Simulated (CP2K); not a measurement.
Runs of CP2K 2026.2 on Sn. Symmetry: Im-3m, No. 229, cubic system. The conventional cell has a = 3.789 Å, b = 3.789 Å, c = 3.789 Å, α = 90.00°, β = 90.00°, γ = 90.00°. Around Sn (site symmetry m-3m) lie 8 Sn at 3.28 Å. This isn't the form of Sn at room conditions, which is tetragonal (white tin).

```csv
task,level,potentials or basis,cell,smearing,NGRIDS,potentials,points a segment of the path (NPOINTS),bands added on the path,gap on the mesh (eV),pressure (GPa)
band structure,LDA,GTH_POTENTIALS Sn GTH-PADE-q4; TZVP-MOLOPT-PBE-GTH basis,as given,fermi-dirac 0.1 eV,5,Sn GTH-PADE-q4 of GTH_POTENTIALS,8,4,none,(a)
single point,PBEsol,POTENTIAL_UZH Sn GTH-PBE-q4; TZVP-MOLOPT-PBE-GTH basis,as given,fermi-dirac 0.05 eV,5,Sn GTH-PBE-q4 of POTENTIAL_UZH,-,-,none,1.0
single point,PBEsol,POTENTIAL_UZH Sn GTH-PBE-q4; TZVP-MOLOPT-PBE-GTH basis,cell strained at random at fixed volume,fermi-dirac 0.05 eV,4,Sn GTH-PBE-q4 of POTENTIAL_UZH,-,-,none,1.0
band structure,PBEsol,POTENTIAL_UZH Sn GTH-PBE-q4; TZVP-MOLOPT-PBE-GTH basis,as given,fermi-dirac 0.01 eV,5,Sn GTH-PBE-q4 of POTENTIAL_UZH,8,2,none,0.9
```

Alike in all rows: no spin polarisation; k mesh 10 × 10 × 10.

Question: Fill in the values left out.

Answer: (a) -3.2.

Caveats: the basis of atomic orbitals isn't converged, which shifts pressures, moduli and gaps; the potentials were made for another functional, which shifts forces and pressure (some runs); spin-orbit coupling is left out, which moves the levels of the heavy elements (some runs).

A k mesh can miss the band edges, and the runs leave out spin-orbit coupling on Sn.

A gap of «none» marks a metal or a gap under the smearing width.

Runs at the PBE level aren't shown here.
